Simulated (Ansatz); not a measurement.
A field-response calculation (clamped ions) of MgO (CsCl type) with Ansatz 0.2.0, at the level PBE. The geometry is the r2SCAN minimum.

input.yaml:
```yaml
crystal:
  lattice:
    - [2.6233490555, 0.0, 0.0]
    - [0.0, 2.6233490555, 0.0]
    - [0.0, 0.0, 2.6233490555]
  atoms:
    - { symbol: Mg, position: [0.0, 0.0, 0.0] }
    - { symbol: O, position: [0.5, 0.5, 0.5] }
kpoints:
  mp_grid: { grid: [8, 8, 8] }
hamiltonian:
  xc: pbe
scf:
  occupations: { method: fixed }
dielectric: {}
```

Command: `ansatz run input.yaml --threads 4 --pin off --max-ram 7372MiB --backend cpu --events-out ev --progress --plain --runs-dir out`. It took 6.7 s on 4 threads of Arm Neoverse N1, with other jobs on the host, load about 0.9 per core; peak host memory 0.4 GiB.

What the program printed (shortened):
```
Functional definition: PBE
Crystal: 2 atoms, lattice volume = 18.054 Å³
Basis set: ecut = 420 eV, 365 PW (Γ)
Bands: 12, of which v1, the nominal top of the filled ones, is band 8 counted from 1 (7 counted from 0)
Symmetry: 48 space group operations
k-points: 75 of 512 (irreducible under 8 space group operations, time reversal used)
preconditioner: auto → none  [insulator: Δε(μ)=2.635 eV  ℏωp=24.7 eV]
Free energy (F): -2492.621410 eV
Fermi energy:    10.240378 eV
--- Dielectric response (ions clamped): 3 representative field directions + reference, inside a basis on a mesh of 1000 k-points ---
  ε∞ (high-frequency dielectric tensor):
        3.713614     0.000000     0.000000
        0.000000     3.713614     0.000000
        0.000000     0.000000     3.713614
  Born effective charges Z* (e; rows j = field, columns β = displacement):
    site 0:
         2.13958    0.00000    0.00000
         0.00000    2.13958    0.00000
         0.00000    0.00000    2.13958
    site 1:
        -2.13958    0.00000    0.00000
         0.00000   -2.13958    0.00000
         0.00000    0.00000   -2.13958
  ε∞ is read to err by 1.5e-2, Z* by 1.9e-2 e
```

ε∞: 3.71 in all directions. Born charges, averaged over directions: Mg +2.14, O -2.14 e.

All values are calculated for a non-magnetic cell, which may be hypothetical.
